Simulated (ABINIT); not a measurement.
Runs of ABINIT 10.8.3 (patched build) on TePb. Symmetry: Fm-3m, No. 225, cubic system. Conventional cell: a = 6.462 Å, b = 6.462 Å, c = 6.462 Å, α = 90.00°, β = 90.00°, γ = 90.00°. Pb (site symmetry m-3m) has 6 Te at 3.23 Å as nearest neighbours. Te (site symmetry m-3m) is surrounded by 6 Pb at 3.23 Å. 

```csv
task,level,potentials or basis,spin,k mesh,cutoff (eV),smearing,fine-grid cutoff,most SCF steps,stop of the response cycle (tolvrs),acoustic sum rule (asr),mesh quality,pressure (GPa)
band structure,revPBE,JTH PAW PBE v2.0 sp,off,7 × 7 × 7,408,fermi-dirac 0.05 eV,816.342 eV,-,-,-,not flagged,3.2
band structure,PBEsol,JTH PAW PBE v2.0 sp,"SOC, no magnetisation",7 × 7 × 7,408,fermi-dirac 0.05 eV,816.342 eV,-,-,-,not flagged,(c)
single point,PBE0,PseudoDojo NC SR PBE v0.4.1 standard,off,3 × 3 × 3,952,fermi-dirac 0.05 eV,-,60,-,-,coarse,-0.1
band structure,rPW86PBE,JTH PAW PBE v2.0 sp,off,7 × 7 × 7,408,fermi-dirac 0.05 eV,816.342 eV,-,-,-,not flagged,5.0
band structure,PW91,JTH PAW PBE v2.0 sp,off,7 × 7 × 7,408,fermi-dirac 0.05 eV,816.342 eV,-,-,-,not flagged,2.0
single point,HSE06,SPMS NC PBE v1.0,off,3 × 3 × 3,707,fixed,-,60,-,-,coarse,-0.2
single point,PBE0,SPMS NC PBE v1.0,off,3 × 3 × 3,707,fermi-dirac 0.05 eV,-,60,-,-,coarse,(a)
phonons,PBE,PseudoDojo NC SR PBE v0.4.1 standard,off,"4 × 4 × 4, with 4 shifts",925,fixed,-,-,1e-08,1,not flagged,(b)
```

Alike in all rows: cell as given.

Task: Estimate the missing entries.

Result: (a) -0.3; (b) 1.9; (c) -0.4.

Caveats: some runs use coarse meshes; the PAW data sets were made with another functional, which shifts forces and pressure a little (some runs); this set keeps more shells in the core, which shifts pressures and gaps (some runs); the potentials were made for another functional, which shifts forces and pressure (some runs); Libxc's HSE differs a little from that of other programs (some runs).

Not every run made on this cell is shown here.
